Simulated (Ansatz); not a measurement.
Relaxed NaBr (rock salt):

```xyz
4
Lattice="0.0000 5.9476 5.9476 2.9738 0.0000 2.9738 2.9738 2.9738 0.0000" Properties=species:S:1:pos:R:3 pbc="T T T"
Br     0.0000     0.0000     0.0000
Br     0.0000     2.9738     2.9738
Na     2.9738     2.9738     2.9738
Na     2.9738     5.9476     5.9476
```

Scan: atom 4 (Na, nearest neighbour Br at 2.974 Å; its periodic images, 4.2 Å or more away, move with it) is displaced along Cartesian z, direction (0.000, 0.000, 1.000) in Cartesian axes, by s. The other atoms stay.

The numbers are results of r2SCAN (plane waves to 500 eV, PAW, scalar-relativistic; Ansatz, a quantum-chemistry and plane-wave program), not measurements. k mesh 4×8×8 (Γ-centred), Fermi-Dirac smearing 0.05 eV. F∥ is the force on the atom along that direction. NaBr was relaxed with its symmetry unable to fall. 

```json
[
 {"s (Å)": "-0.300", "F∥ (eV/Å)": "0.638"},
 {"s (Å)": "-0.240", "F∥ (eV/Å)": "0.469"},
 {"s (Å)": "-0.180", "F∥ (eV/Å)": "0.328"},
 {"s (Å)": "-0.120", "F∥ (eV/Å)": "0.208"},
 {"s (Å)": "-0.060", "F∥ (eV/Å)": "0.101"},
 {"s (Å)": "0.000", "F∥ (eV/Å)": "0.000"},
 {"s (Å)": "0.060", "F∥ (eV/Å)": "-0.101"},
 {"s (Å)": "0.120", "F∥ (eV/Å)": "-0.208"},
 {"s (Å)": "0.180", "F∥ (eV/Å)": "-0.328"},
 {"s (Å)": "0.240", "F∥ (eV/Å)": "-0.469"},
 {"s (Å)": "0.300", "F∥ (eV/Å)": "-0.638"}
]
```

Question: What is the force constant k = d²E/ds² of this move at s = 0?

Answer: 1.66 eV/Å². The forces along the line at the two nearest points give (0.101 − (-0.101)) / (2·0.060) = 1.68 eV/Å²; the next pair corrects for the finite step.

(A displaced cell: forces are minus the slopes of the energy, force constants its curvatures, and phonons follow from these.)
